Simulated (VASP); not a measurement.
# Ti (P6/mmm) in VASP: a series of runs, part 2 of 2

VASP 6.6.1.

## 3. Single point, PBE

Contents of INCAR:

```
SYSTEM = Ti
PREC     = Low            ! precision mode
ENCUT    = 400            ! plane-wave cutoff, eV
EDIFF    = 1E-6           ! SCF threshold, eV
ISMEAR   = 0              ! smearing method
SIGMA    = 0.15           ! smearing width, eV
LREAL    = .False.        ! projectors in reciprocal space
LASPH    = .True.         ! aspherical terms in the spheres
NELM     = 100            ! most SCF steps
ALGO     = Normal         ! electronic algorithm
ISIF     = 2              ! what is computed and relaxed
LWAVE    = .False.        ! write WAVECAR
LCHARG   = .False.        ! write CHGCAR
GGA      = PE             ! functional
NBANDS   = 13             ! bands
ADDGRID  = .False.
```

Contents of KPOINTS:

```
Automatic mesh
0
Gamma
  5 5 7
  0 0 0
```

Contents of POSCAR:

```
Ti
1.0
    4.5673748306      0.0000000000      0.0000000000
   -2.2836874153      3.9554626319      0.0000000000
    0.0000000000      0.0000000000      2.8262442700
Ti
3
Direct
    0.6535550000      0.3369470000      0.4982190000
    0.3492570000      0.6782810000      0.5288300000
    0.0014220000     -0.0021490000     -0.0037100000
```

Potentials or basis: VASP PAW PBE potentials, release 64 (Ti).

On the command line:

```console
cat potpaw_PBE.64/Ti/POTCAR > POTCAR
mpirun -np 1 vasp_std > vasp.out
```

OUTCAR:

```text
SYSTEM = Ti
   PREC = Low
   ENCUT = 400
   EDIFF = 1E-6
   ISMEAR = 0
   LREAL = .False.
   LASPH = .True.
   NELM = 100
   ISIF = 2
   GGA = PE

 Found     88 irreducible k-points:

 Following reciprocal coordinates:
            Coordinates               Weight
  0.000000  0.000000  0.000000      1.000000
  0.200000  0.000000  0.000000      2.000000
  0.000000  0.200000  0.000000      2.000000
 -0.200000  0.200000  0.000000      2.000000
  0.400000  0.000000  0.000000      2.000000
  0.000000  0.400000  0.000000      2.000000
   k-points           NKPTS =     88   k-points in BZ     NKDIM =     88   number of bands    NBANDS=     13
   number of dos      NEDOS =    301   number of ions     NIONS =      3
   total plane-waves  NPLWV =   8064
   dimension x,y,z NGX =    24 NGY =   24 NGZ =   14
   dimension x,y,z NGXF=    24 NGYF=   24 NGZF=   14
   ions per type =               3
   NGX,Y,Z   is equivalent  to a cutoff of   8.74,  8.74,  8.24 a.u.
   NGXF,Y,Z  is equivalent  to a cutoff of   8.74,  8.74,  8.24 a.u.
 SYSTEM =  Ti
   PREC   = low       normal or accurate (medium, high low for compatibility)
   ISTART =      0    job   : 0-new  1-cont  2-samecut
   ICHARG =      2    charge: 1-file 2-atom 10-const
   ISPIN  =      1    spin polarized calculation?
   LNONCOLLINEAR =      F non collinear calculations
   LSORBIT =      F    spin-orbit coupling
   LASPH  =      T    aspherical Exc in radial PAW
   ENCUT  =  400.0 eV  29.40 Ry    5.42 a.u.   7.45  7.45  4.61*2*pi/ulx,y,z
   NELM   =    100;   NELMIN=  2; NELMDL= -5     # of ELM steps
   EDIFF  = 0.1E-05   stopping-criterion for ELM
   LREAL  =      F    real-space projection
   EDIFFG = 0.1E-04   stopping-criterion for IOM
   NSW    =      0    number of steps for IOM
   IBRION =     -1    ionic relax: 0-MD 1-quasi-New 2-CG
   NFREE  =      0    steps in history (QN), initial steepest desc. (CG)
   ISIF   =      2    stress and relaxation
   ISYM   =      2    0-nonsym 1-usesym 2-fastsym
   POTIM  = 0.5000    time-step for ionic-motion
   TEBEG  =    0.0;   TEEND  =   0.0 temperature during run
   PSTRESS=    0.0 pullay stress
   NELECT =      12.0000    total number of electrons
   NUPDOWN=      -1.0000    fix difference up-down
   EMIN   =  10.00;   EMAX   =-10.00  energy-range for DOS
   EFERMI =   0.00;   METHOD = LEGACY
[... 20 lines left out ...]
 maximum number of plane-waves:       945
   NGX = 15   NGY = 15   NGZ =  9

 number of electron      12.0000010 magnetization

 Free energy of the ion-electron system (eV)
  ---------------------------------------------------
  ext. energy  EPLUGINS =         0.00000000
  ---------------------------------------------------
  free energy    TOTEN  =       -23.30369887 eV

  energy without entropy =      -23.26339451  energy(sigma->0) =      -23.28354669

 E-fermi :   3.0255     XC(G=0): -11.1500

 val. band max:        3.0206538466   @ k =   0.4000   0.2000   0.2857
 cond. band min:       3.0301786037   @ k =  -0.2000   0.2000   0.0000
 fundamental gap:      0.0095247571
 Fermi energy:         3.0255225863

 k-point     1 :       0.0000    0.0000    0.0000
  band No.  band energies     occupation
      1      -2.9624      2.00000
      2       1.1163      2.00000
      3       2.3059      2.00000
      4       2.3958      2.00000
      5       2.4119      2.00000
      6       2.5006      2.00000
      7       3.0322      0.95012
      8       3.6934      0.00000
      9       4.3028      0.00000
     10       4.3300      0.00000
     11       4.7124      0.00000
     12       4.8427      0.00000
     13       4.9678      0.00000
[... 66 lines left out ...]
  band No.  band energies     occupation
      1      -1.2770      2.00000
      2       0.2623      2.00000
      3       0.5798      2.00000
      4       2.3165      2.00000
      5       2.4397      2.00000
      6       2.9773      1.35061
      7       3.3352      0.00350
      8       3.6389      0.00000
      9       3.9998      0.00000
     10       4.1083      0.00000
     11       4.7378      0.00000
     12       5.3954      0.00000
     13       5.4114      0.00000

 [... further k-points ...]

------------------------ aborting loop because EDIFF is reached ----------------------------------------

  FORCE on cell =-STRESS in cart. coord.  units (eV):
  Direction    XX          YY          ZZ          XY          YZ          ZX
  --------------------------------------------------------------------------------------
  -------------------------------------------------------------------------------------
  Total       -0.2930478     -0.3805094     -0.0849636      0.0600783      0.0451119      0.0317958
  in kB       -9.1955010    -11.9399452     -2.6660582      1.8851868      1.4155584      0.9977141
  external PRESSURE =      -7.9338348 kB  Pullay stress =       0.0000000 kB

 VOLUME and BASIS-vectors are now :
 -----------------------------------------------------------------------------
  energy-cutoff  :      400.00
  volume of cell :       51.06
      direct lattice vectors                 reciprocal lattice vectors
     4.567374831  0.000000000  0.000000000     0.218944150  0.126407464  0.000000000
    -2.283687415  3.955462632  0.000000000     0.000000000  0.252814928  0.000000000
     0.000000000  0.000000000  2.826244270     0.000000000  0.000000000  0.353826458

 POSITION                                       TOTAL-FORCE (eV/Angst)
 -----------------------------------------------------------------------------------
      2.21555      1.33278      1.40809         0.258561     -0.026904      0.001145
      0.04621      2.68292      1.49460        -0.227759     -0.046482     -0.262569
     -2.27228      3.94696      2.81576        -0.030802      0.073385      0.261425
 -----------------------------------------------------------------------------------
    total drift:                               -0.001304      0.001735     -0.001379

  FREE ENERGIE OF THE ION-ELECTRON SYSTEM (eV)
  ---------------------------------------------------
  free  energy   TOTEN  =       -23.3036988723 eV

  energy  without entropy=      -23.2633945110  energy(sigma->0) =      -23.28354669
```

stdout:

```text
POSCAR found type information on POSCAR Ti
 POSCAR found :  1 types and       3 ions
 scaLAPACK will be used
 LDA part: xc-table for (Slater+PW92), standard interpolation
 POSCAR, INCAR and KPOINTS ok, starting setup
 FFT: planning ... GRIDC
 FFT: planning ... GRID_SOFT
 FFT: planning ... GRID
 WAVECAR not read
 entering main loop
```

Wall time 23 s (1 thread of Intel Xeon Platinum 8488C (Sapphire Rapids), shared host); peak memory 0.13 GiB.

The run converged, but some of its settings lie outside the range that counts as converged, so its numbers aren't taken as properties of the crystal.

What came out:

```
Free energy            : -23.3037 eV
Pressure               : -0.8 GPa
Largest force          : 0.351 eV/Å
Band gap on the k mesh : none (metal or under the smearing width)
```

## 4. Single point, PBE

Edit INCAR of step 3 so:

```diff
@@ -1,3 +1,3 @@
 SYSTEM = Ti
-PREC     = Low            ! precision mode
+PREC     = Normal         ! precision mode
 ENCUT    = 400            ! plane-wave cutoff, eV
```

KPOINTS is that of step 3.

Contents of POSCAR:

```
Ti
1.0
    4.5673748306      0.0000000000      0.0000000000
   -2.2836874153      3.9554626319      0.0000000000
    0.0000000000      0.0000000000      2.8262442700
Ti
3
Direct
    0.6666666667      0.3333333333      0.5000000000
    0.3333333333      0.6666666667      0.5000000000
    0.0000000000      0.0000000000      0.0000000000
```

On the command line:

```console
cat potpaw_PBE.64/Ti/POTCAR > POTCAR
mpirun -np 1 vasp_std > vasp.out
```

Run time: 7.3 s. Hardware: 1 thread of Intel Xeon Platinum 8488C (Sapphire Rapids), shared host; peak memory 0.12 GiB.

These settings aren't checked as converged: the numbers below hold their error.

Results:

| Item | Value |
| --- | --- |
| Free energy | -23.3331 eV |
| Pressure | -1.1 GPa |
| Band gap on the k mesh | none (metal or under the smearing width) |

## 5. Single point, PBE

INCAR is that of step 4.

KPOINTS is that of step 4.

Contents of POSCAR:

```
Ti
1.0
    4.5673748306      0.0000000000      0.0000000000
   -2.2836874153      3.9554626319      0.0000000000
    0.0000000000      0.0000000000      2.8262442700
Ti
3
Direct
    0.6535550000      0.3369470000      0.4982190000
    0.3492570000      0.6782810000      0.5288300000
    0.0014220000     -0.0021490000     -0.0037100000
```

On the command line:

```console
cat potpaw_PBE.64/Ti/POTCAR > POTCAR
mpirun -np 1 vasp_std > vasp.out
```

Wall time 15 s (1 thread of Intel Xeon Platinum 8488C (Sapphire Rapids), shared host); peak memory 0.14 GiB.

These settings aren't checked as converged: the numbers below hold their error.

What came out:

```yaml
Free_energy: -23.3041 eV
Pressure: -0.8 GPa
Largest_force: 0.350 eV/Å
Band_gap_on_the_k_mesh: none (metal or under the smearing width)
```

## 6. Single point, PBE

Edit INCAR of step 5 so:

```diff
@@ -1,3 +1,3 @@
 SYSTEM = Ti
-PREC     = Normal         ! precision mode
+PREC     = Accurate       ! precision mode
 ENCUT    = 400            ! plane-wave cutoff, eV
@@ -6,3 +6,3 @@
 SIGMA    = 0.15           ! smearing width, eV
-LREAL    = .False.        ! projectors in reciprocal space
+LREAL    = Auto         
 LASPH    = .True.         ! aspherical terms in the spheres
```

KPOINTS is that of step 5.

Contents of POSCAR:

```
Ti
1.0
    4.5673748306      0.0000000000      0.0000000000
   -2.2836874153      3.9554626319      0.0000000000
    0.0000000000      0.0000000000      2.8262442700
Ti
3
Direct
    0.6666666667      0.3333333333      0.5000000000
    0.3333333333      0.6666666667      0.5000000000
    0.0000000000      0.0000000000      0.0000000000
```

Potentials or basis: VASP PAW PBE potentials, release 64 (Ti).

On the command line:

```console
cat potpaw_PBE.64/Ti/POTCAR > POTCAR
mpirun -np 1 vasp_std > vasp.out
```

Run time: 18 s. Hardware: 1 thread of Intel Xeon Platinum 8488C (Sapphire Rapids), shared host; peak memory 0.14 GiB.

These settings aren't checked as converged: the numbers below hold their error.

Results:

| Quantity | Value |
| --- | --- |
| Free energy | -23.3340 eV |
| Pressure | -1.1 GPa |
| Band gap on the k mesh | none (metal or under the smearing width) |
